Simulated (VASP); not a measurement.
## GaP: band structure with r2SCAN

Crystal: GaP.

```
Ga P
1.0
     1.91438    1.10527    6.35644
    -1.91438    1.10527    6.35644
     0.00000   -2.21054    6.35644
Ga P
2 2
Cartesian
  0.0000 0.0000 8.3104
  0.0000 0.0000 10.7589
  0.0000 0.0000 1.1020
  0.0000 0.0000 17.9673
```

Measurements of this composition are mostly on another form, of space group No. 216.

```json
{"Program": "VASP 6.6.1", "Task": "band structure", "Functional": "r2SCAN", "Potentials or basis": "VASP PAW PBE potentials, release 64 (Ga_d, P)", "Cutoff": "520 eV", "k mesh": "9 × 9 × 9", "Occupations": "gaussian, width 0.02 eV", "Spin": "no spin polarisation", "Further INCAR settings": "ALGO = Normal; EDIFF = 1e-06"}
```

```json
{"Pressure": "0.6 GPa", "Largest force": "0.108 eV/Å", "Band gap on the k mesh": "1.11 eV, indirect (least direct gap 1.62 eV)", "Band gap along the path": "1.02 eV, indirect (least direct gap 1.61 eV)"}
```

Forces on the atoms (eV/Å):
```
Ga   0.000  0.000  0.013
Ga   0.000  0.000 -0.013
P    0.000  0.000 -0.108
P    0.000  0.000  0.108
```

Stress tensor (GPa, compression positive):
```
0.80 0.00 0.00
0.00 0.80 0.00
0.00 0.00 0.28
```

Levels at the corners of the path, in eV from the valence-band top:
```
point  band 16  band 17  band 18  band 19  band 20  band 21
    Γ    -0.23     0.00     0.00     1.62     2.24     3.10
    L    -3.04    -2.85    -1.92     1.92     2.99     4.05
    L    -3.04    -2.85    -1.92     1.92     2.99     4.05
   B1    -4.38    -3.68    -1.25     2.00     2.72     5.41
    B    -4.38    -3.68    -1.25     2.00     2.72     5.41
    Z    -1.80    -0.28    -0.28     1.65     2.89     4.16
    Z    -1.80    -0.28    -0.28     1.65     2.89     4.16
    Γ    -0.23     0.00     0.00     1.62     2.24     3.10
    Γ    -0.23     0.00     0.00     1.62     2.24     3.10
    X    -3.97    -3.97    -1.31     1.89     3.70     4.03
    Q    -3.97    -3.97    -1.31     1.89     3.70     4.03
    F    -3.35    -1.33    -0.59     1.02     1.73     1.97
    F    -3.35    -1.33    -0.59     1.02     1.73     1.97
   P1    -3.27    -1.47    -1.36     1.27     1.95     2.77
   P1    -3.27    -1.47    -1.36     1.27     1.95     2.77
    Z    -1.80    -0.28    -0.28     1.65     2.89     4.16
    L    -3.04    -2.85    -1.92     1.92     2.99     4.05
    P    -3.27    -1.47    -1.36     1.27     1.95     2.77
```

Wall time 80 min on 1 thread of AMD EPYC 7R43 64-Core Processor (Zen 3), on a shared host, peak memory 0.42 GiB.

Caveat: the PAW data sets were made with another functional, which shifts forces and pressure a little; the mesh misses the band edges, which the band path finds closer together. r2SCAN opens gaps a little over a GGA but as a rule still falls short of measured ones.
